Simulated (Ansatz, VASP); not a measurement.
# CuH5 in VASP and in Ansatz

File INCAR:

```
SYSTEM = CuH5
PREC = Accurate ; ENCUT = 520
EDIFF = 1E-6 ; ISMEAR = -5
SIGMA = 0.1 ; LREAL = .False.
LASPH = .True. ; NELM = 100
ALGO = Fast ; ISIF = 2
LWAVE = .False. ; LCHARG = .False.
GGA = PE ; NBANDS = 17
```

KPOINTS

```
Automatic mesh
0
Gamma
  14 14 14
  0 0 0
```

File POSCAR:

```
CuH5
1.0
    0.0000000000      2.4305854395      2.4305854395
    2.4305854395      0.0000000000      2.4305854395
    2.4305854395      2.4305854395      0.0000000000
Cu H
1 5
Direct
    0.0000000000      0.0000000000      0.0000000000
    0.7500000000      0.7500000000      0.7500000000
    0.3994970106      0.3994970106      0.8015089682
    0.3994970106      0.8015089682      0.3994970106
    0.8015089682      0.3994970106      0.3994970106
    0.3994970106      0.3994970106      0.3994970106
```

Input for Ansatz:

```yaml
crystal:
  lattice:
    - [0.0, 2.4305854395, 2.4305854395]
    - [2.4305854395, 0.0, 2.4305854395]
    - [2.4305854395, 2.4305854395, 0.0]
  atoms:
    - { symbol: Cu, position: [0.0, 0.0, 0.0] }
    - { symbol: H, position: [0.75, 0.75, 0.75] }
    - { symbol: H, position: [0.3994970106, 0.3994970106, 0.8015089682] }
    - { symbol: H, position: [0.3994970106, 0.8015089682, 0.3994970106] }
    - { symbol: H, position: [0.8015089682, 0.3994970106, 0.3994970106] }
    - { symbol: H, position: [0.3994970106, 0.3994970106, 0.3994970106] }
basis:
  ecutwfc: 420
kpoints:
  mp_grid: { grid: [14, 14, 14] }
hamiltonian:
  xc: pbe
scf:
  occupations: { method: tetrahedron }
  convergence: { dr2_threshold: 1.0e-09 }
output:
  forces: true
  eigenvalues: true
  stress: true
```

The cell was built by a generator and needn't be a form met in nature.

Alike in both runs: task single point; functional PBE; k mesh 14 × 14 × 14; occupations tetrahedron; no spin polarisation.

```csv
,VASP,Ansatz
version,VASP 6.6.1,Ansatz 0.2.0
potentials or method,"VASP PAW PBE potentials, release 64 (Cu, H)","scalar-relativistic, plane waves, PAW"
plane-wave cutoff (eV),520,420
valence electrons in the cell,16,24
```

VASP gave:

| Property | Result |
| --- | --- |
| gap on the k mesh at the Fermi level (eV) | none |
| pressure (GPa) | -0.3 |

Q: Estimate Ansatz's values.

A: gap on the k mesh at the Fermi level (eV): none; pressure (GPa): 0.0.

A gap of «none» marks a metal or a gap that the smearing closes. The two sets of potentials don't hold the same shells in valence. Ansatz warned: «band_table_not_solved_further».

Caveats: tetrahedron occupations give inexact forces and stress in metals.
